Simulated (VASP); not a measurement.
# A slab model of 1T-CrO2 monolayer, part 2 of 3

Aim: model 1T-CrO2 monolayer by a slab and find how far its highest filled level lies below the vacuum.

VASP 6.6.1; PBE with D3(BJ), spin-polarised from a ferromagnetic start (one magnetic atom a cell); plane waves and PAW (O, Cr).

Still holding for the runs below: The cell holds one magnetic atom, so no antiferromagnetic order fits into it.

So far. Step 2 (Relaxing the slab): The run ended after 5 ionic steps, 0.176 eV below its first step, once forces and stress met EDIFFG = -0.02.

## 3. Potential and states of the slab

A static run writes the electrostatic potential without exchange and correlation (LVHAR), which is flat in the vacuum and gives the level to count from. The dipole correction cancels the field that unlike faces would set up across the vacuum.

Input file INCAR:

```
SYSTEM = CrO2
PREC = Normal
ENCUT = 520
EDIFF = 1E-06
NELM = 120
ISMEAR = -1
SIGMA = 0.05
LREAL = .FALSE.
ALGO = Fast
GGA = PE
IVDW = 12
NBANDS = 25
ISPIN = 2
MAGMOM = 0 0 3
LASPH = .TRUE.
LMAXMIX = 4
LORBIT = 11
LWAVE = .FALSE.
LCHARG = .TRUE.
IDIPOL = 3
LDIPOL = .TRUE.
DIPOL = 0.5 0.5 0.5
LVHAR = .TRUE.
LVACPOTAV = .TRUE.
LELF = .TRUE.
NEDOS = 1500
```

Input file POSCAR:

```
CrO2
1.0
    2.8843978481      0.0000000000      0.0000000000
   -1.4421989241      2.4979618111      0.0000000000
    0.0000000000      0.0000000000     20.1407170870
O Cr
2 1
Direct
    0.6666666667      0.3333333333      0.4523770329
    0.3333333333      0.6666666667      0.5476229671
    0.0000000000      0.0000000000      0.5000000000
```

Input file KPOINTS:

```
Automatic mesh
0
Gamma
12 12 1
0 0 0
```

Input file KPOINTS_OPT:

```
Line mode
14
Line-mode
Reciprocal
  0.00000000   0.00000000   0.00000000 GAMMA
  0.50000000   0.00000000   0.00000000 M

  0.50000000   0.00000000   0.00000000 M
  0.33333333   0.33333333   0.00000000 K

  0.33333333   0.33333333   0.00000000 K
  0.00000000   0.00000000   0.00000000 GAMMA
```

The projector-augmented-wave data sets are O and Cr (PBE family, release 64).

Launch:

```console
$ mpirun -np 2 vasp_std
```

Output:

```text
[banner, memory and clock lines left out]
running    2 mpi-ranks, on    1 nodes
 distrk:  each k-point on    2 cores,    1 groups
 distr:  one band on    1 cores,    2 groups

 POSCAR found type information on POSCAR O Cr
 POSCAR found :  2 types and       3 ions
 LDA part: xc-table for (Slater+PW92), standard interpolation
|                                                                             |
|           W    W    AA    RRRRR   N    N  II  N    N   GGGG   !!!           |
|           W    W   A  A   R    R  NN   N  II  NN   N  G    G  !!!           |
|           W    W  A    A  R    R  N N  N  II  N N  N  G       !!!           |
|           W WW W  AAAAAA  RRRRR   N  N N  II  N  N N  G  GGG   !            |
|           WW  WW  A    A  R   R   N   NN  II  N   NN  G    G                |
|           W    W  A    A  R    R  N    N  II  N    N   GGGG   !!!           |
|                                                                             |
|     The number of bands has been changed from the values supplied in        |
|     The orbitals not found in the WAVECAR file will be initialized with     |
|     random numbers, which is usually adequate. For correlated               |
|     calculations, however, you should redo the groundstate calculation.     |
|     I found NBANDS = 25. Now, NBANDS = 26.                                  |
|                                                                             |

 POSCAR, INCAR and KPOINTS ok, starting setup
 FFT: planning ... GRIDC
 FFT: planning ... GRID_SOFT
 FFT: planning ... GRID
 WAVECAR not read
 entering main loop
       N       E                     dE             d eps       ncg     rms          rms(c)
DAV:   1     0.166285920499E+03    0.16629E+03   -0.62250E+03  1976   0.531E+02
DAV:   2    -0.667291065646E+01   -0.17296E+03   -0.14849E+03  2172   0.159E+02
DAV:   3    -0.316626089068E+02   -0.24990E+02   -0.24454E+02  2522   0.749E+01
DAV:   4    -0.322716156263E+02   -0.60901E+00   -0.60789E+00  2286   0.145E+01
DAV:   5    -0.322840138919E+02   -0.12398E-01   -0.12396E-01  2480   0.195E+00    0.299E+01
RMM:   6    -0.291091247953E+02    0.31749E+01   -0.23466E+01  2476   0.342E+01    0.373E+01
RMM:   7    -0.250342084485E+02    0.40749E+01   -0.44770E+00  2260   0.117E+01    0.146E+01
RMM:   8    -0.233442970957E+02    0.16899E+01   -0.38574E-01  2258   0.389E+00    0.414E+00
RMM:   9    -0.234574315752E+02   -0.11313E+00   -0.28114E-01  2293   0.278E+00    0.252E+00
RMM:  10    -0.238447122016E+02   -0.38728E+00   -0.76566E-02  2380   0.145E+00    0.145E+00
RMM:  11    -0.240090869037E+02   -0.16437E+00   -0.29193E-02  2365   0.939E-01    0.796E-01
RMM:  12    -0.242458535852E+02   -0.23677E+00   -0.52226E-02  2613   0.107E+00    0.715E-01
RMM:  13    -0.242920109354E+02   -0.46157E-01   -0.96979E-03  2482   0.602E-01    0.439E-01
RMM:  14    -0.244082200341E+02   -0.11621E+00   -0.17506E-02  2733   0.491E-01    0.471E-01
RMM:  15    -0.244675948410E+02   -0.59375E-01   -0.79380E-03  2858   0.350E-01    0.184E-01
RMM:  16    -0.245530916651E+02   -0.85497E-01   -0.63216E-03  2979   0.264E-01    0.995E-02
RMM:  17    -0.245719361969E+02   -0.18845E-01   -0.16574E-03  2944   0.130E-01    0.516E-02
RMM:  18    -0.245727143289E+02   -0.77813E-03   -0.26358E-04  2842   0.597E-02    0.421E-02
RMM:  19    -0.245731507071E+02   -0.43638E-03   -0.97856E-05  2864   0.327E-02    0.927E-03
RMM:  20    -0.245733567392E+02   -0.20603E-03   -0.31844E-05  2888   0.194E-02    0.132E-02
RMM:  21    -0.245734519078E+02   -0.95169E-04   -0.91821E-06  2709   0.112E-02    0.423E-03
RMM:  22    -0.245735289637E+02   -0.77056E-04   -0.74345E-06  2793   0.103E-02    0.536E-03
RMM:  23    -0.245735427794E+02   -0.13816E-04   -0.18877E-06  2549   0.567E-03    0.585E-03
RMM:  24    -0.245735573613E+02   -0.14582E-04   -0.86876E-07  2580   0.424E-03    0.226E-03
RMM:  25    -0.245735652483E+02   -0.78871E-05   -0.39686E-07  2487   0.354E-03    0.178E-03
RMM:  26    -0.245735685552E+02   -0.33069E-05   -0.88428E-08  2374   0.211E-03    0.141E-03
RMM:  27    -0.245735712009E+02   -0.26458E-05   -0.58138E-08  2459   0.178E-03    0.871E-04
RMM:  28    -0.245735716069E+02   -0.40591E-06   -0.17990E-08  2409   0.122E-03
|                                                                             |
|           W    W    AA    RRRRR   N    N  II  N    N   GGGG   !!!           |
|           W    W   A  A   R    R  NN   N  II  NN   N  G    G  !!!           |
|           W    W  A    A  R    R  N N  N  II  N N  N  G       !!!           |
|           W WW W  AAAAAA  RRRRR   N  N N  II  N  N N  G  GGG   !            |
|           WW  WW  A    A  R   R   N   NN  II  N   NN  G    G                |
|           W    W  A    A  R    R  N    N  II  N    N   GGGG   !!!           |
|                                                                             |
|     Did not find any points to average over, which means that no vacuum     |
|     field-free region was found. Please increase the size of  your cell     |
|     in the dimension of the dipole correction to obtain accurate            |
|     workfunction values.                                                    |
|                                                                             |

   1 F= -.24887818E+02 E0= -.24880804E+02  d E =-.140272E-01  mag=     2.0000
 Start KPOINTS_OPT (optional k-point list driver)
k-point batch [1-19\42]
       N       E                     dE             ncg
DAV:   1    -0.764621366844E+03   -0.91654E+04     1976
DAV:   2    -0.356517261281E+04   -0.28006E+04     2306
DAV:   3    -0.393789695573E+04   -0.37272E+03     2424
DAV:   4    -0.394559423611E+04   -0.76973E+01     2300
DAV:   5    -0.394571070894E+04   -0.11647E+00     2434
DAV:   6    -0.394571351370E+04   -0.28048E-02     2292
DAV:   7    -0.394571360435E+04   -0.90648E-04     2504
DAV:   8    -0.394571360765E+04   -0.32951E-05     2088
DAV:   9    -0.394571360776E+04   -0.11149E-06     1448
[...]
k-point batch [39-42\42]
       N       E                     dE             ncg
DAV:   1     0.923423487729E+04   -0.32296E+03      416
DAV:   2     0.870581534065E+04   -0.52842E+03      504
DAV:   3     0.863402577475E+04   -0.71790E+02      460
DAV:   4     0.863278424844E+04   -0.12415E+01      458
DAV:   5     0.863276645493E+04   -0.17794E-01      474
DAV:   6     0.863276601564E+04   -0.43928E-03      478
DAV:   7     0.863276600105E+04   -0.14594E-04      472
DAV:   8     0.863276600051E+04   -0.54095E-06      380
```

Elapsed: 56 s, on 2 MPI ranks of Intel Xeon 6975P-C (Granite Rapids), shared host; peak memory 0.48 GiB; 1.7 min of CPU time.

Parts of OUTCAR (step 3):

```text
  LATTYP: Found a hexagonal cell.
 ALAT       =     2.8843978481
 C/A-ratio  =     6.9826418364

The static configuration has the point symmetry D_3d.

 Found     19 irreducible k-points:

   k-points           NKPTS =     19   k-points in BZ     NKDIM =     19   number of bands    NBANDS=     26

   ENCUT  =  520.0 eV  38.22 Ry    6.18 a.u.   5.36  5.36 37.45*2*pi/ulx,y,z

   NELECT =      18.0000    total number of electrons

 E-fermi :  -4.9394

 spin component 1
 k-point     1 :       0.0000    0.0000    0.0000
  band No.  band energies     occupation
    ...
      6      -6.9063      1.00000
      7      -6.4617      1.00000
      8      -6.4616      1.00000
      9      -6.2550      1.00000
     10      -6.2550      1.00000
     11      -4.2512      0.00000
     12      -1.3090      0.00000
     13      -1.3090      0.00000
     14       1.3915      0.00000
     15       1.8700      0.00000
    ...

 k-point     2 :       0.0833    0.0000    0.0000
  band No.  band energies     occupation
    ...
      6      -7.1811      1.00000
      7      -6.9645      1.00000
      8      -6.7325      1.00000
      9      -5.8674      1.00000
     10      -5.7805      1.00000
     11      -4.2509      0.00000
     12      -1.5337      0.00000
     13      -1.3604      0.00000
     14       1.6037      0.00000
     15       2.0378      0.00000
    ...

 k-point     3 :       0.1667    0.0000    0.0000
  band No.  band energies     occupation
    ...
      6      -8.1470      1.00000
      7      -7.4918      1.00000
      8      -6.4688      1.00000
      9      -5.6006      1.00000
     10      -5.3507      0.99973
     11      -4.3032      0.00000
     12      -2.0100      0.00000
     13      -1.4728      0.00000
     14       2.1850      0.00000
     15       2.5178      0.00000
    ...

 k-point     4 :       0.2500   -0.0000    0.0000
  band No.  band energies     occupation
    ...
      6      -8.9887      1.00000
      7      -7.8631      1.00000
      8      -6.4006      1.00000
      9      -5.4337      0.99995
     10      -5.1550      0.98676
     11      -4.4840      0.00011
     12      -2.3331      0.00000
     13      -1.5535      0.00000
     14       3.0457      0.00000
     15       3.2843      0.00000
    ...

 Edisp (eV)   -0.31425

  Total       0.06569     0.06569    -0.05819    -0.00000     0.00000     0.00000
  in kB       0.72531     0.72531    -0.64250    -0.00000     0.00000     0.00000
  external pressure =        0.27 kB  Pullay stress =        0.00 kB

  energy-cutoff  :      520.00
  volume of cell :      145.12
      direct lattice vectors                 reciprocal lattice vectors
     2.884397848  0.000000000  0.000000000     0.346692812  0.200163188  0.000000000
    -1.442198924  2.497961811  0.000000000     0.000000000  0.400326376  0.000000000
     0.000000000  0.000000000 20.140717087     0.000000000  0.000000000  0.049650665

 POSITION                                       TOTAL-FORCE (eV/Angst)
 -----------------------------------------------------------------------------------
      1.44220      0.83265      9.11120        -0.000000     -0.000000      0.009680
     -0.00000      1.66531     11.02952        -0.000000      0.000000     -0.009680
      0.00000      0.00000     10.07036         0.000000     -0.000000      0.000000
 -----------------------------------------------------------------------------------
    total drift:                                0.000000      0.000000      0.000000

  FREE ENERGIE OF THE ION-ELECTRON SYSTEM (eV)
  ---------------------------------------------------
  free  energy   TOTEN  =       -24.8878179282 eV

  energy  without entropy=      -24.8737906964  energy(sigma->0) =      -24.88080431

 vacuum level on the upper side and lower side of the slab         2.196         2.196

 total charge
# of ion       s       p       d       tot
------------------------------------------
    1        1.581   3.412   0.000   4.993
    2        1.581   3.412   0.000   4.993
    3        0.478   0.870   4.318   5.667
--------------------------------------------------
tot          3.641   7.694   4.318  15.654

[... 4 parts as in an earlier step ...]

[... 11 further parts left out ...]
```

With spin, VASP writes an ELF for each channel.

Numbers from this step:

| Item | Value |
| --- | --- |
| electronic cycles | 28 |
| free energy (TOTEN) | -24.89 eV |
| Fermi energy | -4.939 eV |
| DOS at the Fermi level | 1.693 states/eV/cell |
| vacuum levels | 2.196, 2.196 eV |
| work functions of the upper and lower face | 7.135, 7.135 eV |

Spin up. Electronic bands along the path, in eV, zero at the Fermi level; # counts the bands kept, so #1 is VASP's band 3:

```tsv
point	#5	#6	#7	#8	#9	#10	#11	#12
Γ	-1.52	-1.52	-1.32	-1.32	0.69	3.63	3.63	6.33
0.46 of the way	-2.86	-1.45	-0.52	-0.24	0.51	2.65	3.40	7.76
M	-2.86	-2.17	-0.76	-0.60	-0.06	2.98	3.47	11.12
0.46 of the way	-3.37	-2.38	-0.82	-0.33	0.15	2.97	3.15	11.82
K	-3.31	-2.86	-1.04	0.15	0.15	2.90	2.90	13.04
0.46 of the way	-3.60	-1.53	-0.55	0.15	0.17	2.77	3.01	8.83
Γ	-1.52	-1.52	-1.32	-1.32	0.69	3.63	3.63	6.33
```

Of the projections kept (O, Cr), the largest for each band there; the rest of the weight can lie on other orbitals:

```tsv
point	#5	#6	#7	#8	#9	#10	#11	#12
Γ	O 0.93	O 0.93	Cr 0.99	Cr 0.99	Cr 0.76	Cr 0.61	Cr 0.61	O 0.59
M	O 0.81	O 0.91	Cr 0.89	Cr 0.99	Cr 0.83	Cr 0.69	Cr 0.63	Cr 0.72
K	O 0.60	O 0.80	Cr 0.98	Cr 0.79	Cr 0.79	Cr 0.71	Cr 0.71	O 0.60
Γ	O 0.93	O 0.93	Cr 0.99	Cr 0.99	Cr 0.76	Cr 0.61	Cr 0.61	O 0.59
```

The density of states has structure finer than the step of the table below, so its rows give means over 0.5 eV, whole bins alone (the curve runs from -12.0 to 7.91 eV). Peaks (eV: height): total up -3.69: 2.35, -0.55: 3.29, 0.24: 2.38, 2.94: 3.21; total down -3.34: 2.56, 1.46: 2.71, 2.15: 3.71, 3.98: 3.53; O s up -5.08: 0.0297, -3.60: 0.0295, -0.55: 0.0186, 2.94: 0.0806; O s down -4.73: 0.0357, -3.34: 0.0296, 3.90: 0.0891, 7.73: 0.013; O p up -5.78: 0.907, -5.08: 0.893, -3.69: 1.15, -1.51: 0.895.

Means over bins of 0.087 eV. The density of states by energy, zero at the Fermi level; means over each step; 7 of 12 lines; values in states/eV/cell:

```tsv
energy (eV)	total up	total down	O s up	O s down	O p up	O p down	Cr s up
-7.5	0	0	0	0	0	0	0
-7.0	0.0103	0	6.8e-5	0	0.00402	0	0.00143
-6.5	0.407	0.0244	0.00385	1.9e-4	0.161	0.0112	0.0496
-6.0	1.20	0.487	0.00940	0.00450	0.486	0.227	0.0561
-5.5	1.65	1.43	0.0148	0.00981	0.697	0.685	0.0287
-5.0	1.49	1.93	0.0226	0.0233	0.673	0.961	0.0422
-4.5	1.04	1.43	0.0131	0.0209	0.533	0.758	0.0706
-4.0	1.25	0.780	0.0118	0.00553	0.600	0.440	0.0317
-3.5	1.61	1.79	0.0234	0.0173	0.802	1.02	0.0201
-3.0	0.974	1.39	0.00381	0.0135	0.535	0.855	0.00920
-2.5	0.640	0.829	0.00358	0.00426	0.376	0.555	0.00116
-2.0	0.895	1.10	0.00525	0.00545	0.583	0.779	0.00328
-1.5	0.816	0.804	0.00166	0.00136	0.574	0.603	0.00383
-1.0	0.625	0.00433	0.00210	4.0e-7	0.0917	0.00322	0.00358
-0.5	2.47	0	0.0117	0	0.348	0	0.0356
0.0	1.88	0	0.00326	0	0.418	0	0.0183
0.5	0.967	8.7e-5	0.00199	0	0.238	0	0.0102
1.0	0.0552	0.278	2.7e-4	8.7e-4	0.0132	0.0149	0.00184
1.5	0	1.98	0	0.00762	0	0.161	0
2.0	3.2e-4	2.62	4.0e-6	9.4e-4	5.7e-5	0.230	0
2.5	0.585	1.10	0.0199	9.4e-4	0.122	0.154	0
3.0	2.30	0.00917	0.0507	1.8e-5	0.598	0.00142	0
3.5	1.10	0.485	0.00311	0.0169	0.368	0.0761	0
4.0	0.00994	2.62	0	0.0580	0.00362	0.537	0
4.5	0	0.881	0	0.00239	0	0.246	0
5.0	0	0.00184	0	0	0	5.7e-4	0
5.5	0	0	0	0	0	0	0
6.0	0.00315	9.2e-4	2.4e-4	5.4e-5	0	0	1.5e-4
6.5	0.0999	0.0960	0.00645	0.00506	0.00146	0.00136	0.00419
7.0	0.288	0.285	0.00900	0.00755	0.00995	0.00919	0.00444
7.5	0.414	0.409	0.00819	0.00691	0.0126	0.0117	0.00364
```

Zero at the Fermi level. Table of planar average of the electrostatic potential by height:

```tsv
height (Å)	planar average of the electrostatic potential (eV)
0.0	7.14
0.5	7.14
1.0	7.14
1.5	7.14
2.0	7.14
2.5	7.14
3.0	7.14
3.5	7.14
4.0	7.14
4.5	7.14
5.0	7.14
5.5	7.14
6.0	7.14
6.5	7.13
7.0	7.12
7.5	7.06
8.0	6.69
8.5	4.07
9.0	-5.88
9.5	-9.38
10.0	-10.2
10.5	-9.05
11.0	-7.65
11.5	1.46
12.0	6.36
12.5	7.02
13.0	7.12
13.5	7.13
14.0	7.14
14.5	7.14
15.0	7.14
15.5	7.14
16.0	7.14
16.5	7.14
17.0	7.14
17.5	7.14
18.0	7.14
18.5	7.14
19.0	7.14
19.5	7.14
20.0	7.14
```

Density of states in the PAW spheres, an atom over height of the layer and energy from the Fermi level.

Values in states/eV, 22 rows by 3 columns, each cell a mean:
```
0.16 0.89 0.16
0.21 1.32 0.21
0.19 1.99 0.19
0.10 1.18 0.10
0.09 0.16 0.09
0.69 0.13 0.69
0.67 0.23 0.67
0.57 0.30 0.57
0.46 0.36 0.46
0.82 0.76 0.82
0.91 0.97 0.91
0.57 0.71 0.57
0.62 0.75 0.62
0.71 0.93 0.71
0.86 1.33 0.86
0.71 1.19 0.71
0.46 0.84 0.46
0.18 0.32 0.18
0.06 0.12 0.06
0.00 0.00 0.00
0.00 0.00 0.00
0.00 0.00 0.00
```
Columns: height of the layer (Å) from 9.1 to 11 (not evenly spaced); rows upwards: energy from the Fermi level (eV) from -7.9 to 0.5.

Spin down. Electronic bands along the path, in eV, zero at the Fermi level; v1 is the highest filled band, c1 the lowest empty one:

```tsv
point	v4	v3	v2	v1	c1	c2	c3	c4
Γ	-5.11	-2.08	-1.62	-1.62	1.09	1.09	2.59	4.53
0.46 of the way	-4.66	-3.53	-2.45	-1.50	1.43	1.86	2.43	3.69
M	-4.35	-3.30	-2.88	-2.24	1.25	1.96	2.14	4.02
0.46 of the way	-3.74	-3.67	-3.09	-2.35	1.37	2.04	2.20	3.99
K	-4.64	-3.02	-3.02	-2.86	1.32	2.26	2.26	3.93
0.46 of the way	-4.34	-3.60	-3.18	-1.57	1.74	1.98	2.22	3.78
Γ	-5.11	-2.08	-1.62	-1.62	1.09	1.09	2.59	4.53
```

Of the projections kept (O, Cr), the largest for each band there; the rest of the weight can lie on other orbitals:

```tsv
point	v4	v3	v2	v1	c1	c2	c3	c4
Γ	O 0.50	O 1.00	O 0.93	O 0.93	Cr 1.00	Cr 1.00	Cr 0.84	Cr 0.67
M	O 0.54	O 0.65	O 0.82	O 0.92	Cr 0.91	Cr 1.00	Cr 0.91	Cr 0.76
K	O 0.71	O 0.71	O 0.71	O 0.82	Cr 0.99	Cr 0.86	Cr 0.86	Cr 0.78
Γ	O 0.50	O 1.00	O 0.93	O 0.93	Cr 1.00	Cr 1.00	Cr 0.84	Cr 0.67
```

Spin density in the ca plane at fractional y = 0.000, with atoms of Cr within 0.2 Å of it.

Ten even steps from '0' (0.0 e/Å³) to '9' (1.8 e/Å³), each cell a mean:
```
00000000000000000000014873000000000000000000
00000000000000000000001321000000000000000000
00000000000000000000000000000000000000000000
00000000000000000000000000000000000000000000
00000000000000000000000000000000000000000000
00000000000000000000000110000000000000000000
00000000000000000000002552000000000000000000
00000000000000000000015994100000000000000000
```
Columns run along c (16.0 Å, from fractional 0.08 to 0.87 of the cell), rows up along a (2.9 Å). Atoms in or near the plane, at fractional coordinates: Cr at (0.50, 0.00).

Valence density in the ca plane at fractional y = 0.000, with atoms of Cr within 0.2 Å of it. It is the smooth field of the valence electrons, not physical close to the nuclei.

Ten steps, logarithmic in the rise over the least value, from '0' (0.0 e/Å³) to '9' (3.0 e/Å³), each cell a mean:
```
00000000000000000002358997431000000000000000
00000000000000000012456776432100000000000000
00000000000000000013555555543100000000000000
00000000000000000024565556653100000000000000
00000000000000000024565556653100000000000000
00000000000000000013456665542100000000000000
00000000000000000012357887432000000000000000
00000000000000000001358998521000000000000000
```
Columns run along c (16.0 Å, from fractional 0.08 to 0.87 of the cell), rows up along a (2.9 Å). Atoms in or near the plane, at fractional coordinates: Cr at (0.50, 0.00).

ELF of up spins in the ca plane at fractional y = 0.000, with atoms of Cr within 0.2 Å of it. It is the smooth field of the valence electrons, not physical close to the nuclei.

Ten even steps from '0' (0.00) to '9' (0.64), each cell a mean:
```
00000000000000000000120000210000000000000000
00000000000000000001222112331000000000000000
00000000000000000235774224775200000000000000
00000000000000120137996226997411200000000000
00000000000000001137995225996300000000000000
00000000000000000013542113453120000000000000
00000000000000000001121001211000000000000000
00000000000000000000120000210000000000000000
```
Columns run along c (16.0 Å, from fractional 0.08 to 0.87 of the cell), rows up along a (2.9 Å). Atoms in or near the plane, at fractional coordinates: Cr at (0.50, 0.00).

The map of layer states is cut here 0.5 eV above the Fermi level, so it leaves out the states above that.

The vacuum level lies 7.14 eV above the Fermi level at the upper face; both faces agree, as the slab has next to no dipole.

The program found no field-free point at its default tolerance, but its printed level agrees with the flat part of the planar average.

On this mesh the fine structure of the density of states is sampling noise, and high empty states may be cut by the number of bands.

(Part 2 of 3 ends here.)

[Lines on the potential files, build, host, timing and source positions are cut from VASP's logs without a mark.]

[Logs are printed without paths, hosts, clocks, repeated set-up lines and the standing remarks that a program may print on its own settings, such as how far it seeks lower states.]

[Hosts, paths, dates, database ids (printed as entryN), source tags and the programs' standing remarks are cut or masked in the printed files.]

[In band tables of VASP the shares of atoms and orbitals are scaled to a sum of 1 inside the atoms' spheres.]

[Runs that stopped without an error message from VASP are left out.]
